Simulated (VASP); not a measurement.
# C (R-3m) in VASP: single point with PBE

Aim: the single point of C with PBE.

Everything below comes from runs of VASP 6.6.1. Logs are shortened: lines on timing, memory, paths and dates and some standing lists are left out, and cuts for length are marked.

## Step 1: Starting point

Symmetry: R-3m, No. 166, trigonal system. Conventional cell: a = 2.466 Å, b = 2.466 Å, c = 24.848 Å, α = 90.00°, β = 90.00°, γ = 120.00°. C (site symmetry 3m) has 3 C at 1.42 Å as nearest neighbours. Around C (site symmetry 3m) lie 3 C at 1.42 Å.

This isn't the form of C at room conditions, which is graphite.

## Step 2: Single point, PBE

Input file INCAR:

```
SYSTEM = C
  PREC = Accurate
  ENCUT = 500
  EDIFF = 1E-6
  ISMEAR = 0
  SIGMA = 0.02
  LREAL = .False.
  LASPH = .True.
  NELM = 100
  ALGO = Normal
  ISIF = 2
  LWAVE = .False.
  LCHARG = .False.
  GGA = PE
  NBANDS = 16
```

Input file KPOINTS:

```
regular mesh
0
Gamma
  6 6 6
  0 0 0
```

Input file POSCAR:

```
C
1.0
    1.2331880975      0.7119814801      8.2826151019
   -1.2331880975      0.7119814801      8.2826151019
    0.0000000000     -1.4239629601      8.2826151019
C
4
Direct
    0.0871730800      0.0871730800      0.0871730800
    0.7538500600      0.7538500600      0.7538500600
    0.2461499400      0.2461499400      0.2461499400
    0.9128269200      0.9128269200      0.9128269200
```

Potentials or basis: VASP PAW PBE potentials, release 64 (C_GW).

The run is started by

```
> cat potpaw_PBE.64/C_GW/POTCAR > POTCAR
> mpirun -np 1 vasp_std > vasp.out
```

OUTCAR:

```text
SYSTEM = C
   PREC = Accurate
   ENCUT = 500
   EDIFF = 1E-6
   ISMEAR = 0
   LREAL = .False.
   LASPH = .True.
   NELM = 100
   ISIF = 2
   GGA = PE

 ion  position               nearest neighbor table
   1  0.087  0.087  0.087-   2 1.42   2 1.42   2 1.42
   2  0.754  0.754  0.754-   1 1.42   1 1.42   1 1.42
   3  0.246  0.246  0.246-   4 1.42   4 1.42   4 1.42
   4  0.913  0.913  0.913-   3 1.42   3 1.42   3 1.42

  LATTYP: Found a trigonal (rhomboedric) cell.
 ALAT       =     8.4041289518
 COS(alpha) =     0.9569371044

  Lattice vectors:

 A1 = (   1.2331880975,   0.7119814801,   8.2826151019)
 A2 = (  -1.2331880975,   0.7119814801,   8.2826151019)
 A3 = (   0.0000000000,  -1.4239629601,   8.2826151019)

Analysis of symmetry for initial positions (statically):
=====================================================================
 Subroutine PRICEL returns:
 Original cell was already a primitive cell.

 Routine SETGRP: Setting up the symmetry group for a
 trigonal (rhombohedral) supercell.

 Subroutine GETGRP returns: Found 12 space group operations
 (whereof 12 operations were pure point group operations)
 out of a pool of 12 trial point group operations.

The static configuration has the point symmetry D_3d.

Analysis of symmetry for dynamics (positions and initial velocities):
=====================================================================
 Subroutine PRICEL returns:
 Original cell was already a primitive cell.

 Routine SETGRP: Setting up the symmetry group for a
 trigonal (rhombohedral) supercell.

 Subroutine GETGRP returns: Found 12 space group operations
 (whereof 12 operations were pure point group operations)
 out of a pool of 12 trial point group operations.

The dynamic configuration has the point symmetry D_3d.

 Subroutine INISYM returns: Found 12 space group operations
 (whereof 12 operations are pure point group operations),
 and found     1 'primitive' translations

----------------------------------------------------------------------------------------

                                     Primitive cell

  volume of cell :      43.6332

  direct lattice vectors                    reciprocal lattice vectors
     1.233188098  0.711981480  8.282615102     0.405453151  0.234088486  0.040244938
[... 90 lines left out ...]
   EDIFF  = 0.1E-05   stopping-criterion for ELM
   LREAL  =      F    real-space projection
   EDIFFG = 0.1E-04   stopping-criterion for IOM
   NSW    =      0    number of steps for IOM
   IBRION =     -1    ionic relax: 0-MD 1-quasi-New 2-CG
   NFREE  =      0    steps in history (QN), initial steepest desc. (CG)
   ISIF   =      2    stress and relaxation
   ISYM   =      2    0-nonsym 1-usesym 2-fastsym
   POTIM  = 0.5000    time-step for ionic-motion
   TEBEG  =    0.0;   TEEND  =   0.0 temperature during run
   PSTRESS=    0.0 pullay stress
   NELECT =      16.0000    total number of electrons
   NUPDOWN=      -1.0000    fix difference up-down
   EMIN   =  10.00;   EMAX   =-10.00  energy-range for DOS
   EFERMI =   0.00;   METHOD = LEGACY
   ISMEAR =     0;   SIGMA  =   0.02  broadening in eV -4-tet -1-fermi 0-gaus
   EFERMI_NEDOS =   21; number of points for ismear=-14 and -15
   IALGO  =     38    algorithm
   IMIX   =      4    mixing-type and parameters
     AMIX     =   0.40;   BMIX     =  1.00
     AMIX_MAG =   1.60;   BMIX_MAG =  1.00
  volume/ion in A,a.u.               =      10.91        73.61
  Fermi-wavevector in a.u.,A,eV,Ry     =   1.171771  2.214325 18.681428  1.373046
  Thomas-Fermi vector in A             =   2.308209
   LORBIT       =      0    0 simple, 1 ext, 2 COOP (PROOUT), +10 PAW based schemes
   GGA     = PE    functional components
   LHFCALC =     F    Hartree Fock is set to
   AEXX    =    0.0000 exact exchange contribution
   IVDW    =     0    specifies the selected vdW correction
   LEPSILON=     F    determine dielectric tensor
   LRPA    =     F    only Hartree local field effects (RPA)
 non-spin polarized calculation
 Gauss-broadening in eV      SIGMA  =   0.02
  energy-cutoff  :      500.00
  volume of cell :       43.63
 maximum number of plane-waves:      1128
 NGX is ok and might be reduce to    64
   NGX = 31   NGY = 31   NGZ = 31

 number of electron      16.0000001 magnetization

 Free energy of the ion-electron system (eV)
  ---------------------------------------------------
  ext. energy  EPLUGINS =         0.00000000
  ---------------------------------------------------
  free energy    TOTEN  =       -36.85732332 eV

  energy without entropy =      -36.85732332  energy(sigma->0) =      -36.85732332

 E-fermi :   3.0066     XC(G=0):  -8.8887

 val. band max:        2.9213383397   @ k =  -0.3333   0.3333   0.0000
 cond. band min:       3.1032572791   @ k =  -0.3333   0.3333   0.0000
 fundamental gap:      0.1819189394
 Fermi energy:         3.0065704870

 k-point     1 :       0.0000    0.0000    0.0000
  band No.  band energies     occupation
      1     -16.5302      2.00000
      2     -16.4775      2.00000
      3      -4.8964      2.00000
      4      -4.2864      2.00000
      5      -0.0378      2.00000
      6      -0.0378      2.00000
[... 433 lines left out ...]
      3      -8.4081      2.00000
      4      -8.3879      2.00000
      5      -5.0477      2.00000
      6      -5.0350      2.00000
[... 8 lines left out ...]
     15      15.9195      0.00000
     16      16.2575      0.00000

 [... further k-points ...]

------------------------ aborting loop because EDIFF is reached ----------------------------------------

  FORCE on cell =-STRESS in cart. coord.  units (eV):
  Direction    XX          YY          ZZ          XY          YZ          ZX
  --------------------------------------------------------------------------------------
  -------------------------------------------------------------------------------------
  Total       -0.0708243     -0.0708243     -0.2588429      0.0000000     -0.0000000      0.0000000
  in kB       -2.6006163     -2.6006163     -9.5045162      0.0000000     -0.0000000      0.0000000
  external PRESSURE =      -4.9019163 kB  Pullay stress =       0.0000000 kB

 VOLUME and BASIS-vectors are now :
 -----------------------------------------------------------------------------
  energy-cutoff  :      500.00
  volume of cell :       43.63
      direct lattice vectors                 reciprocal lattice vectors
     1.233188098  0.711981480  8.282615102     0.405453151  0.234088486  0.040244938
    -1.233188098  0.711981480  8.282615102    -0.405453151  0.234088486  0.040244938
     0.000000000 -1.423962960  8.282615102     0.000000000 -0.468176972  0.040244938

 POSITION                                       TOTAL-FORCE (eV/Angst)
 -----------------------------------------------------------------------------------
      0.00000      0.00000      2.16606         0.000000      0.000000      0.012241
      0.00000      0.00000     18.73155         0.000000      0.000000      0.007325
      0.00000      0.00000      6.11630         0.000000     -0.000000     -0.007325
      0.00000      0.00000     22.68178         0.000000     -0.000000     -0.012241
 -----------------------------------------------------------------------------------
    total drift:                               -0.000000      0.000000      0.000000

  FREE ENERGIE OF THE ION-ELECTRON SYSTEM (eV)
  ---------------------------------------------------
  free  energy   TOTEN  =       -36.8573233249 eV

  energy  without entropy=      -36.8573233249  energy(sigma->0) =      -36.85732332
```

stdout:

```text
POSCAR found type information on POSCAR C
 POSCAR found :  1 types and       4 ions
 scaLAPACK will be used
 LDA part: xc-table for (Slater+PW92), standard interpolation
 POSCAR, INCAR and KPOINTS ok, starting setup
 FFT: planning ... GRIDC
 FFT: planning ... GRID_SOFT
 FFT: planning ... GRID
 WAVECAR not read
 entering main loop
```

Run time: 3.7 min. Hardware: 1 thread of Intel Xeon Platinum 8375C at 2.90GHz (Ice Lake), shared host; peak memory 0.5 GiB.

What came out:

- Free energy: -36.8573 eV
- Pressure: -0.5 GPa
- Largest force: 0.012 eV/Å
- Band gap on the k mesh: 0.18 eV, direct

Forces in eV/Å, atoms in the order of the input:
```
C    0.000  0.000  0.012
C    0.000  0.000  0.007
C    0.000  0.000 -0.007
C    0.000  0.000 -0.012
```

Stress tensor (GPa, compression positive):
```
-0.26  0.00  0.00
 0.00 -0.26  0.00
 0.00  0.00 -0.95
```

Caveat: the k mesh is coarse (spacing up to 0.49 Å⁻¹), so the values aren't converged; the cutoff is under 1.25 times the usual one of these potentials, so pressure, stress and relaxed cells hold a basis-set (Pulay) error. A k mesh can miss the band edges.
